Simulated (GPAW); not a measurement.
Input of a GPAW 26.7.0 run:

File run.py:

```python
from ase.dft.bandgap import bandgap
from ase.io import read, write
from ase.units import Bohr, GPa
from gpaw import GPAW, PW
from gpaw.elf import elf_from_dft_calculation

atoms = read('ZnSe.xyz')

calc = GPAW(mode=PW(600),
            xc='PBE',
            kpts={'size': (8, 8, 8), 'gamma': True},
            occupations={'name': 'methfessel-paxton', 'order': 0, 'width': 0.018000000000000002},
            nbands=18,
            convergence={'density': 1e-05, 'energy': 1e-05},
            maxiter=150,
            txt='gpaw.txt')
atoms.calc = calc
energy = atoms.get_potential_energy()
forces = atoms.get_forces()
stress = atoms.get_stress()
calc.write('gs.gpw')
write('result.traj', atoms)
print(f'Energy: {energy:.6f} eV')
print('Forces (eV/A):')
print(forces.round(4))
print('Stress (GPa):', (stress / GPa).round(3))
print('Fermi level:', round(calc.get_fermi_level(), 4), 'eV')
print(f'Gap: {bandgap(calc)[0]:.4f} eV, direct: {bandgap(calc, direct=True)[0]:.4f} eV')

# fields on the real-space grid
write('density.cube', atoms, data=calc.get_pseudo_density() * Bohr**3)
write('potential.cube', atoms, data=calc.get_electrostatic_potential())
write('elf.cube', atoms, data=elf_from_dft_calculation(calc).data)
```

ZnSe.xyz

```xyz
2
Lattice="0.0000000000 2.8338000000 2.8338000000 2.8338000000 0.0000000000 2.8338000000 2.8338000000 2.8338000000 0.0000000000" Properties=species:S:1:pos:R:3 pbc="T T T"
Se     4.2507000000      4.2507000000      4.2507000000
Zn     0.0000000000      0.0000000000      0.0000000000
```

Potentials or basis: GPAW PAW data sets (gpaw-data 1.2.1), pw.

Command:

```bash
$ OMP_NUM_THREADS=1 python run.py
```

What does it give for the band gap on the k mesh?

1.30 eV, direct.

Estimate the pressure.

2.1 GPa.

**Measured values to compare with.**

From “Alloy Disordering Effects on the Thermal Conductivity and Energy Gap Temperature Dependence of Cd1−xZnxSe Ternary Crystals Grown by the Bridgman Method”, 2023, pmc:10253836, for a bulk crystal of ZnSe at 300 K: band gap 2.695 ± 0.003 eV (an exciton energy, a little under the gap).

A measured gap of ZnSe is 2.695 eV (an exciton energy, a little under the gap; 300 K; “Alloy Disordering Effects on the Thermal Conductivity and Energy Gap Temperature Dependence of Cd1−xZnxSe Ternary Crystals Grown by the Bridgman Method”, 2023, pmc:10253836); the calculated 1.30 eV misses it by -1.40 eV. So large a miss can be the level of theory's own, or it may mean another phase, state or a wrong row. Spin-orbit coupling on Se is left out. The value is that of PBE, without temperature or zero-point motion. Semilocal functionals fall short of measured gaps as a rule.
